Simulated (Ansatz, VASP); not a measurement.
# Two plane-wave programs on La

```
La
1.0
    -2.12383    2.12383    2.12383
     2.12383   -2.12383    2.12383
     2.12383    2.12383   -2.12383
La
1
Direct
  0.00000 0.00000 0.00000
```

This isn't the form of La at room conditions, which is double hcp.

Alike in both runs: functional PBEsol; k mesh 9 × 9 × 9; occupations fermi-dirac, width 0.05 eV; non-collinear spin, spin-orbit coupling.

```csv
,VASP,Ansatz
version,VASP 6.6.1,Ansatz 0.2.0
potentials or method,"VASP PAW PBE potentials, release 64 (La)",Ansatz PAW
plane-wave cutoff (eV),520,420
valence electrons in the cell,11,11
task,single point,band structure
```

Ansatz gave:

```
gap on the k mesh at the Fermi level (eV) : none
pressure (GPa)                            : -2.5
net moment per atom (μB)                  : 0.00
```

**Question.** Estimate VASP's values.

**Answer.** gap on the k mesh at the Fermi level (eV): none; pressure (GPa): -2.6; net moment per atom (μB): 0.00.

A gap of «none» marks a metal or a gap that the smearing closes.

Caveats: the PAW data sets were made with another functional, which shifts forces and pressure a little (VASP); the PAW data sets come from PBE, with cores solved anew for the run's functional, which leaves a small shift of forces and pressure (Ansatz).
